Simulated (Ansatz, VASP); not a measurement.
**One calculation of PbSe, two programs**

```
Pb Se
1.0
     0.00000    3.09277    3.06215
     3.09277    0.00000    3.06215
     3.09277    3.09277    0.00000
Pb Se
1 1
Direct
  0.00000 0.00000 0.00000
  0.50000 0.50000 0.50000
```

Change from the starting cell: equal xx and yy strain of +1 %, PAW files.

Alike in both runs: task electric field gradients; functional PBEsol; k mesh 9 × 9 × 9; occupations fermi-dirac, width 0.01 eV; no spin polarisation.

|  | VASP | Ansatz |
| --- | --- | --- |
| version | VASP 6.6.1 | Ansatz 0.2.0 |
| potentials or method | VASP PAW PBE potentials, release 64 (Pb_d, Se) | PAW with Ansatz's default frozen-core files, scalar-relativistic |
| plane-wave cutoff (eV) | 520 | 420 |
| valence electrons in the cell | 20 | 30 |

|  | VASP | Ansatz | Ansatz less VASP |
| --- | --- | --- | --- |
| gap on the k mesh at the Fermi level (eV) | 0.67 | 0.67 | -0.001 |
| pressure (GPa) | -1.5 | -1.5 | 0.00 |
| largest component of the traceless stress (GPa) | 0.74 | 0.74 | -0.003 |
| Vzz of the field gradient on the site that differs most (V/Å²) | -30.2 | -32.1 | -1.86 |

The functional is the same, so the differences come from potentials, cutoffs and numerics. The two sets of potentials don't hold the same shells in valence. Ansatz warned: «gradients_without_spin_orbit».

Caveats: the PAW data sets were made with another functional, which shifts forces and pressure a little (VASP); spin-orbit coupling is left out, which as a rule narrows the gap of such compounds by several tenths of an eV; an odd mesh through Γ misses points on the zone boundary, where band edges often lie.
